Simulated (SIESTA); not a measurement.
Sn in SIESTA: convergence with basis size

Sn:

```
CELL_PARAMETERS angstrom
-2.94014 2.94014 1.59930
2.94014 -2.94014 1.59930
2.94014 2.94014 -1.59930
ATOMIC_POSITIONS crystal
Sn 0.00707 0.99527 0.98770
Sn 0.74919 0.24451 0.49911
```

The cell isn't the ideal one: atoms moved at random, drawn with an rms of 0.05 Å.

| Quantity | Value |
| --- | --- |
| Program | SIESTA 5.4.2 |
| Task | single point |
| Functional | PBE |
| Potentials or basis | PseudoDojo 0.4 standard (PBE files) |
| Basis | SZ (energy shift 0.002 Ry) |
| Grid cutoff | 500 Ry |
| Energy shift | 0.002 Ry |
| k mesh | 7 × 7 × 7 |
| Occupations | fermi-dirac, width 0.05 eV |
| Spin | no spin polarisation |

These are the settings of the first run; the series varies basis size, with any setting tied to it.

Hardware: 1 thread of Arm Neoverse N1 (shared host).

```
basis size  energy less the tightest run, at zero smearing (meV/atom)  pressure (GPa)  largest force (eV/Å)  SCF cycles  CPU time (s)  peak memory (GiB)
        SZ                                                     487.30            5.71                 0.273           6            40                0.3
       SZP                                                     165.74            3.05                 0.216           7           150               0.44
        DZ                                                     224.50            2.72                 0.223           8            65               0.33
       DZP                                                      84.04            2.54                 0.191           8           200               0.48
      DZDP                                                      25.86            1.66                 0.183           8           340               0.57
       TZP                                                      54.98            2.25                 0.186           8           270               0.53
      TZDP                                                       0.00            1.46                 0.177           9           470               0.62
```

Not settled before the last step: the energy (to 1 meV/atom), the pressure (to 0.1 GPa), the largest force (to 0.005 eV/Å). The tightest run that finished is the yardstick and may itself not be fully converged.

Caveat, for the tightest run too: semicore shells carry a single zeta, which can move pressures by several GPa and volumes by a few percent; the basis of atomic orbitals isn't converged, which shifts pressures, moduli and gaps.
